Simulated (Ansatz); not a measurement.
## Relaxing indium (omega (AlB2-type))

The calculation used DFT, revPBE, plane waves (420 eV) with PAW, scalar-relativistic in Ansatz. The PAW files were generated under PBE, with cores re-solved for the functional.

k-point mesh 7×7×10, Fermi-Dirac smearing 0.1 eV, no spin polarisation. Cell and atoms relax.

Starting structure:

```yaml
crystal:
  lattice:
    - [5.2864609513, 0.0, 0.0]
    - [-2.6432304757, 4.57820948, 0.0]
    - [0.0, 0.0, 3.2406005632]
  atoms:
    - { symbol: In, position: [0.0, 0.0, 0.0] }
    - { symbol: In, position: [0.3333333333, 0.6666666667, 0.5] }
    - { symbol: In, position: [0.6666666667, 0.3333333333, 0.5] }
hamiltonian:
  xc: revpbe
  pseudopotentials:
    kind: paw
    azcp:
      In: "pseudopotentials/In.paw.azcp"
basis:
  ecutwfc: 420
  fft_grid_basis: typed
kpoints:
  mp_grid: { grid: [7, 7, 10], shift: [0, 0, 0] }
magnetization:
  spin_polarized: false
scf:
  occupations: { method: fermi_dirac, width: 0.1 }
relax:
  max_steps: 60
  f_tol: 0.01
  cell: {}
```

Q: What cell does the relaxation end in?

A: P6/mmm with a = 5.441 Å, c = 3.379 Å (c/a = 0.621); 28.88 Å³ per atom against 26.14 at the start (10.5 %).

Q: How much energy does the relaxation gain?

A: 29.9 meV per atom.

Path of the relaxation (the plane waves are chosen anew near the end, which can shift the energy a little):

```json
{"step": "0", "E − E(final) (meV/atom)": "29.87", "V (Å³/atom)": "26.144", "P (GPa)": "3.88", "max force (eV/Å)": "0.000"}
{"step": "1", "E − E(final) (meV/atom)": "0.78", "V (Å³/atom)": "28.721", "P (GPa)": "0.15", "max force (eV/Å)": "0.000"}
{"step": "2", "E − E(final) (meV/atom)": "0.66", "V (Å³/atom)": "28.844", "P (GPa)": "0.03", "max force (eV/Å)": "0.000"}
{"step": "3", "E − E(final) (meV/atom)": "0.65", "V (Å³/atom)": "28.878", "P (GPa)": "0.00", "max force (eV/Å)": "0.000"}
{"step": "4", "E − E(final) (meV/atom)": "0.00", "V (Å³/atom)": "28.878", "P (GPa)": "-0.02", "max force (eV/Å)": "0.000"}
```
